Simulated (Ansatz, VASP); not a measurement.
Two plane-wave programs on Al

```xyz
1
Lattice="-1.6476 1.6476 1.6476 1.6476 -1.6476 1.6476 1.6476 1.6476 -1.6476" Properties=species:S:1:pos:R:3 pbc="T T T"
Al    0.0000    0.0000    0.0000
```

Alike in both runs: task single point; functional revPBE; k mesh 15 × 15 × 15; occupations fermi-dirac, width 0.1 eV; no spin polarisation.

|  | VASP | Ansatz |
| --- | --- | --- |
| version | VASP 6.6.1 | Ansatz 0.2.0 |
| potentials or method | VASP PAW PBE potentials, release 64 (Al) | plane waves (420 eV) with PAW, scalar-relativistic |
| plane-wave cutoff (eV) | 520 | 420 |
| valence electrons in the cell | 3 | 3 |

|  | VASP | Ansatz | Ansatz less VASP |
| --- | --- | --- | --- |
| pressure (GPa) | -2.6 | -2.5 | +0.13 |

The functional is the same, so the differences come from potentials, cutoffs and numerics.

Caveats: the PAW data sets were made with another functional, which shifts forces and pressure a little (VASP).
